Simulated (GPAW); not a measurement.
# Hf in GPAW: convergence with vacuum thickness (A)

Aim: find how far vacuum thickness (A) must go before the results for Hf settle, at revPBE+D3(BJ). This setting moves, with any that are tied to it; all else stays.

Program: GPAW 26.7.0. These are calculated values, not measurements. Logs are shortened: lines on timing, memory, paths and dates and some standing lists are left out, and cuts for length are marked. The log counts tension as positive stress, the text compression.

### Step 1. The slab as given

The cell holds a slab with vacuum, 5 atoms: a = 3.140 Å, b = 3.140 Å, c = 15.880 Å, α = 90.00°, β = 90.00°, γ = 90.00°.

The slab is cut from a database's or a generator's crystal, which needn't be the stable form of the element.

### Step 2. With vacuum thickness (A) 7

run.py

```python
import numpy as np
from ase.calculators.mixing import SumCalculator
from ase.dft.bandgap import bandgap
from ase.io import read, write
from dftd3.ase import DFTD3
from gpaw import GPAW, PW

atoms = read('Hf.xyz')
atoms.pbc = (True, True, False)

calc = GPAW(mode=PW(450),
            xc='revPBE',
            kpts={'size': (9, 9, 1), 'gamma': True},
            occupations={'name': 'fermi-dirac', 'width': 0.05},
            nbands=54,
            convergence={'density': 1e-05, 'energy': 1e-05},
            maxiter=150,
            poissonsolver={'dipolelayer': 'xy'},
            txt='gpaw.txt')
atoms.calc = SumCalculator([calc, DFTD3(method='revpbe', damping='d3bj')])
energy = atoms.get_potential_energy()
forces = atoms.get_forces()
calc.write('gs.gpw')
write('result.traj', atoms)
print(f'Energy: {energy:.6f} eV')
print('Forces (eV/A):')
print(forces.round(4))
print('Fermi level:', round(calc.get_fermi_level(), 4), 'eV')
print(f'Gap: {bandgap(calc)[0]:.4f} eV, direct: {bandgap(calc, direct=True)[0]:.4f} eV')

v = calc.get_electrostatic_potential().mean(axis=(0, 1))
z = np.arange(len(v)) * atoms.cell[2, 2] / len(v)
ef = calc.get_fermi_level()
np.savetxt('planar.dat', np.c_[z, v], fmt='%.4f')
below, above = np.interp([1.5, atoms.cell[2, 2] - 1.5], z, v) - ef
print(f'Work functions: bottom {below:.4f} eV, top {above:.4f} eV')
print('Dipole moment:', *calc.get_dipole_moment().round(5), 'e A')
```

Hf.xyz

```xyz
5
Lattice="3.1395541085 0.0000000000 0.0000000000 0.0000000000 3.1395541085 0.0000000000 0.0000000000 0.0000000000 15.8800000000" Properties=species:S:1:pos:R:3 pbc="T T T"
Hf     1.5697770542      1.5697770542      3.5000000005
Hf     0.0000000000      0.0000000000      5.7199999994
Hf     1.5697770542      1.5697770542      7.9400000000
Hf     0.0000000000      0.0000000000     10.1600000006
Hf     1.5697770542      1.5697770542     12.3799999995
```

Potentials or basis: the program's PAW data sets (release 1.2.1) made for this functional, pw.

Launch:

```bash
OMP_NUM_THREADS=1 python run.py
```

Wall time 2 min (1 thread of Intel Xeon at 2.50GHz (Skylake/Cascade Lake), shared host); peak memory 0.23 GiB.

It converged, with:

- Free energy: -36.6488 eV
- Largest force: 0.874 eV/Å
- Band gap on the k mesh: none (metal or under the smearing width)
- Dispersion energy per atom: -0.604 eV
- Dipole across the slab: 0.00 e·Å
- Work function of the upper face: 3.32 eV
- Work function of the lower face: 3.32 eV

### Step 3. With vacuum thickness (A) 8

run.py is that of step 2.

Hf.xyz

```xyz
5
Lattice="3.1395541085 0.0000000000 0.0000000000 0.0000000000 3.1395541085 0.0000000000 0.0000000000 0.0000000000 16.8800000000" Properties=species:S:1:pos:R:3 pbc="T T T"
Hf     1.5697770542      1.5697770542      3.9999999992
Hf     0.0000000000      0.0000000000      6.2199999996
Hf     1.5697770542      1.5697770542      8.4400000000
Hf     0.0000000000      0.0000000000     10.6600000004
Hf     1.5697770542      1.5697770542     12.8800000008
```

Potentials or basis: the program's PAW data sets (release 1.2.1) made for this functional, pw.

Launch:

```bash
OMP_NUM_THREADS=1 python run.py
```

Wall time 2.1 min (1 thread of Intel Xeon at 2.50GHz (Skylake/Cascade Lake), shared host); peak memory 0.23 GiB.

Results (log left out):

| Item | Value |
| --- | --- |
| Free energy | -36.6389 eV |
| Largest force | 0.910 eV/Å |
| Band gap on the k mesh | none (metal or under the smearing width) |
| Dispersion energy per atom | -0.604 eV |
| Dipole across the slab | 0.00 e·Å |
| Work function of the upper face | 3.72 eV |
| Work function of the lower face | 3.72 eV |

### Step 4. With vacuum thickness (A) 9

run.py is that of step 3.

Hf.xyz

```xyz
5
Lattice="3.1395541085 0.0000000000 0.0000000000 0.0000000000 3.1395541085 0.0000000000 0.0000000000 0.0000000000 17.8800000000" Properties=species:S:1:pos:R:3 pbc="T T T"
Hf     1.5697770542      1.5697770542      4.4999999991
Hf     0.0000000000      0.0000000000      6.7200000005
Hf     1.5697770542      1.5697770542      8.9400000000
Hf     0.0000000000      0.0000000000     11.1599999995
Hf     1.5697770542      1.5697770542     13.3800000009
```

Launch:

```bash
OMP_NUM_THREADS=1 python run.py
```

Wall time 2.1 min (1 thread of Intel Xeon at 2.50GHz (Skylake/Cascade Lake), shared host); peak memory 0.24 GiB.

The run converged. Its results:

- Free energy: -36.6414 eV
- Largest force: 0.924 eV/Å
- Band gap on the k mesh: none (metal or under the smearing width)
- Dispersion energy per atom: -0.604 eV
- Dipole across the slab: 0.00 e·Å
- Work function of the upper face: 3.87 eV
- Work function of the lower face: 3.87 eV

### Step 5. With vacuum thickness (A) 10.5

run.py is that of step 4.

Hf.xyz

```xyz
5
Lattice="3.1395541085 0.0000000000 0.0000000000 0.0000000000 3.1395541085 0.0000000000 0.0000000000 0.0000000000 19.3800000000" Properties=species:S:1:pos:R:3 pbc="T T T"
Hf     1.5697770542      1.5697770542      5.2499999997
Hf     0.0000000000      0.0000000000      7.4699999998
Hf     1.5697770542      1.5697770542      9.6900000000
Hf     0.0000000000      0.0000000000     11.9100000002
Hf     1.5697770542      1.5697770542     14.1300000003
```

Launch:

```bash
OMP_NUM_THREADS=1 python run.py
```

Wall time 2.1 min (1 thread of Intel Xeon at 2.50GHz (Skylake/Cascade Lake), shared host); peak memory 0.25 GiB.

Results (log left out):

```
Free energy                     : -36.6439 eV
Largest force                   : 0.930 eV/Å
Band gap on the k mesh          : none (metal or under the smearing width)
Dispersion energy per atom      : -0.604 eV
Dipole across the slab          : 0.00 e·Å
Work function of the upper face : 3.95 eV
Work function of the lower face : 3.95 eV
```

### Step 6. With vacuum thickness (A) 12

run.py is that of step 5.

Hf.xyz

```xyz
5
Lattice="3.1395541085 0.0000000000 0.0000000000 0.0000000000 3.1395541085 0.0000000000 0.0000000000 0.0000000000 20.8800000000" Properties=species:S:1:pos:R:3 pbc="T T T"
Hf     1.5697770542      1.5697770542      5.9999999992
Hf     0.0000000000      0.0000000000      8.2199999996
Hf     1.5697770542      1.5697770542     10.4400000000
Hf     0.0000000000      0.0000000000     12.6600000004
Hf     1.5697770542      1.5697770542     14.8800000008
```

Potentials or basis: the program's PAW data sets (release 1.2.1) made for this functional, pw.

Launch:

```bash
OMP_NUM_THREADS=1 python run.py
```

Run time: 2.5 min. Hardware: 1 thread of Intel Xeon at 2.50GHz (Skylake/Cascade Lake), shared host; peak memory 0.25 GiB.

It converged, with:

```yaml
Free_energy: -36.6446 eV
Largest_force: 0.931 eV/Å
Band_gap_on_the_k_mesh: none (metal or under the smearing width)
Dispersion_energy_per_atom: -0.604 eV
Dipole_across_the_slab: 0.00 e·Å
Work_function_of_the_upper_face: 3.97 eV
Work_function_of_the_lower_face: 3.97 eV
```

### Step 7. With vacuum thickness (A) 15

run.py is that of step 6.

Hf.xyz

```xyz
5
Lattice="3.1395541085 0.0000000000 0.0000000000 0.0000000000 3.1395541085 0.0000000000 0.0000000000 0.0000000000 23.8800000000" Properties=species:S:1:pos:R:3 pbc="T T T"
Hf     1.5697770542      1.5697770542      7.5000000010
Hf     0.0000000000      0.0000000000      9.7200000005
Hf     1.5697770542      1.5697770542     11.9400000000
Hf     0.0000000000      0.0000000000     14.1599999995
Hf     1.5697770542      1.5697770542     16.3799999990
```

Launch:

```bash
OMP_NUM_THREADS=1 python run.py
```

It took 2.8 min on 1 thread of Intel Xeon at 2.50GHz (Skylake/Cascade Lake), shared host; peak memory 0.27 GiB.

It converged, with:

```
Free energy                     : -36.6449 eV
Largest force                   : 0.931 eV/Å
Band gap on the k mesh          : none (metal or under the smearing width)
Dispersion energy per atom      : -0.604 eV
Dipole across the slab          : 0.00 e·Å
Work function of the upper face : 3.97 eV
Work function of the lower face : 3.97 eV
```

### Step 8. With vacuum thickness (A) 18

run.py is that of step 7.

Hf.xyz

```xyz
5
Lattice="3.1395541085 0.0000000000 0.0000000000 0.0000000000 3.1395541085 0.0000000000 0.0000000000 0.0000000000 26.8800000000" Properties=species:S:1:pos:R:3 pbc="T T T"
Hf     1.5697770542      1.5697770542      9.0000000008
Hf     0.0000000000      0.0000000000     11.2200000004
Hf     1.5697770542      1.5697770542     13.4400000000
Hf     0.0000000000      0.0000000000     15.6599999996
Hf     1.5697770542      1.5697770542     17.8799999992
```

Potentials or basis: the program's PAW data sets (release 1.2.1) made for this functional, pw.

Launch:

```bash
OMP_NUM_THREADS=1 python run.py
```

gpaw.txt:

```text
__  _  _
 | _ |_)|_||  |
 |__||  | ||/\| - 26.7.0

Input parameters:
  mode=PW(ecut=450.00000000000006),
  convergence={'density': 1e-05, 'energy': 1e-05},
  kpts=MonkhorstPack(size=(9, 9, 1), gamma=True),
  maxiter=150,
  nbands=54,
  occupations=Occupations(name='fermi-dirac', width=0.05),
  poissonsolver=PoissonSolver(dipolelayer='xy'),
  xc=XC(name='revPBE')

Diagonalizing LCAO Hamiltonian
Converting LCAO to pw mode
   .-------.
  /|       |
 * |       |
 | |       |
 | |       |
 | |       |
 | |       |
 | |       |
 | |       |
 | |       |
 | |       |
 | |       |
 | |  Hf   |
 | |       |
 | |       |
 | |       |
 Hf|       |
 | |       |
 | |  Hf   |
 | |       |
 | |       |
 Hf|       |
 | |       |
 | |  Hf   |
 | |       |
 | |       |
 | |       |
 | |       |
 | |       |
 | |       |
 | |       |
 | |       |
 | |       |
 | .-------.
 |/       /
 *-------*

Atoms  # Å, Bohr magnetons
|   | symbol |        x |        y |         z |    initial magnetic moments |
|---|--------|----------|----------|-----------|-----------------------------|
| 0 |     Hf | 1.569777 | 1.569777 |  9.000000 | ( 0.0000,  0.0000,  0.0000) |
| 1 |     Hf | 0.000000 | 0.000000 | 11.220000 | ( 0.0000,  0.0000,  0.0000) |
| 2 |     Hf | 1.569777 | 1.569777 | 13.440000 | ( 0.0000,  0.0000,  0.0000) |
| 3 |     Hf | 0.000000 | 0.000000 | 15.660000 | ( 0.0000,  0.0000,  0.0000) |
| 4 |     Hf | 1.569777 | 1.569777 | 17.880000 | ( 0.0000,  0.0000,  0.0000) |

Unit cell  # Å
| periodic |        x |        y |         z |   lengths |    angles |
|----------|----------|----------|-----------|-----------|-----------|
|      yes | 3.139554 | 0.000000 |  0.000000 |  3.139554 | 90.000000 |
[... 89 lines left out ...]
    |   5p |  6.000 |     -35.584 |    1.307 |
    |   6p |  0.000 |      -1.383 |    1.307 |
    |   5d |  2.000 |      -2.651 |    1.334 |
    |    d |        |      24.560 |    1.334 |

    Using partial waves for Hf as LCAO basis

Reference energy: -2049476.357463  # eV

eigensolver:
  PPCG
  Converge bands: occupied
  niter=2

density mixing:
  MSR1-Mixer
  Pratt-step length: 0.05
  Maximum mixing coefficient: 0.75
  Old densities: 10
  SVD Regularization: 0.005
  Good broyden scale: 1.0
  Trust region scale: 1.0
  Backstep threshold: 4.0
  History deletion threshold: 6.0
  Fourier metric: weight=20.0, sigma=0.015

occupation numbers:
  Fermi-Dirac:
    width: 0.0500  # eV

<gpaw.new.pw.poisson.DipoleLayerPWPoissonSolver object>
xc functional:
  name: revPBE with 2 nearest neighbor stencil

convergence criteria:
- Maximum integral of absolute [dens]ity change: 1e-05 electrons / valence electron
- Maximum [total energy] change in last 3 cyles: 1e-05 eV / valence electron
- Maximum integral of absolute [eigenst]ate change: 4e-08 eV^2 / valence electron
maximum number of iterations: 150

SCF iterations
|iter     | |      energy | eigst |  dens |
|---------|-|-------------|-------|-------|
|iter:   1| |  -36.251290 | +0.04 |       |
|iter:   2| |  -34.985457 | -1.57 | -1.08 |
|iter:   3| |  -34.363681 | -2.15 | -1.14 |
|iter:   4| |  -34.829567 | -1.26 | -1.21 |
|iter:   5| |  -33.615326 | -2.04 | -1.19 |
|iter:   6| |  -33.564620 | -2.08 | -1.53 |
|iter:   7| |  -33.632902 | -2.46 | -1.79 |
|iter:   8| |  -33.575632 | -3.03 | -1.75 |
|iter:   9| |  -33.581517 | -3.56 | -2.30 |
|iter:  10| |  -33.580255 | -4.38 | -2.57 |
|iter:  11| |  -33.579966 | -5.13 | -2.96 |
|iter:  12| |  -33.579895c| -5.70 | -3.15 |
|iter:  13| |  -33.579892c| -6.54 | -4.23 |
|iter:  14| |  -33.579894c| -7.10 | -4.69 |
|iter:  15| |  -33.579894c| -7.56c| -5.37c|

Converged in 15 steps
Energy contributions relative to reference atoms: (reference = -2049476.357463)

Energy contributions:
  Kinetic:          26.971873
  Coulomb:         -26.005702
  Zero:             -2.512474
  External:          0.000000
  Xc:              -31.988221
  Entropy:          -0.090738
  Spinorbit:         0.000000
  ----------------------------
  Free energy:     -33.625263
  Extrapolated:    -33.579894

dipole moment: (-22.779317, -22.779317, -0.000559)  # |e|*Ang

Fermi level: 1.992
Eigenvalues  # (at kpt = [0.000, 0.000, 0.000])
| band index |      eig [eV] | occ [0-2] |
|------------|---------------|-----------|
|          0 |       -60.081 |     2.000 |
|        ... |               |           |
|         21 |        -3.935 |     2.000 |
|         22 |        -2.682 |     2.000 |
|         23 |        -1.625 |     2.000 |
|         24 |        -1.291 |     2.000 |
|         25 |        -0.021 |     2.000 |
|         26 |         0.449 |     2.000 |
[... 8 lines left out ...]
|         35 |         3.925 |     0.000 |
|         36 |         4.235 |     0.000 |
|        ... |               |           |
|         53 |         8.238 |     0.000 |

No gap
No difference between direct/indirect transitions
vacuum-level: 5.964  # V
Workfunctions: 3.971, 3.971 eV (top, bottom)

Forces  # eV/Ang
|        x |        y |        z |
|----------|----------|----------|
| -0.00000 |  0.00000 |  0.48557 |  # Hf   0
| -0.00000 | -0.00000 | -1.05128 |  # Hf   1
|  0.00000 |  0.00000 |  0.00000 |  # Hf   2
| -0.00000 | -0.00000 |  1.05128 |  # Hf   3
|  0.00000 |  0.00000 | -0.48557 |  # Hf   4

# Writing to gs.gpw (mode='')
```

planar.dat:

```text
0.0000 5.9639
0.0996 5.9639
0.1991 5.9639
0.2987 5.9639
0.3982 5.9639
0.4978 5.9639
[... 262 lines left out ...]
26.6809 5.9639
26.7804 5.9639
```

Wall time 3.3 min (1 thread of Intel Xeon at 2.50GHz (Skylake/Cascade Lake), shared host); peak memory 0.29 GiB.

Results:

```
Free energy                     : -36.6449 eV
Largest force                   : 0.931 eV/Å
Band gap on the k mesh          : none (metal or under the smearing width)
Dispersion energy per atom      : -0.604 eV
Dipole across the slab          : 0.00 e·Å
Work function of the upper face : 3.97 eV
Work function of the lower face : 3.97 eV
```

### Step 9. The series at a glance

| vacuum thickness (A) | energy less the tightest run, at zero smearing (meV/atom) | largest force (eV/Å) | work function (eV) | SCF cycles | CPU time (s) | peak memory (GiB) |
| --- | --- | --- | --- | --- | --- | --- |
| 7 | -0.66 | 0.874 | 3.321 | 15 | 120 | 0.23 |
| 8 | 1.82 | 0.910 | 3.718 | 15 | 130 | 0.23 |
| 9 | 1.04 | 0.924 | 3.873 | 15 | 130 | 0.24 |
| 10.5 | 0.29 | 0.930 | 3.947 | 15 | 120 | 0.25 |
| 12 | 0.08 | 0.931 | 3.965 | 15 | 150 | 0.25 |
| 15 | 0.01 | 0.931 | 3.971 | 15 | 170 | 0.27 |
| 18 | 0.00 | 0.931 | 3.971 | 15 | 190 | 0.29 |

Against the tightest run, the energy stays within 1 meV/atom from 10.5 on; the largest force stays within 0.005 eV/Å from 10.5 on; the work function stays within 0.02 eV from 12 on. The tightest run that finished is the yardstick and may itself not be fully converged.
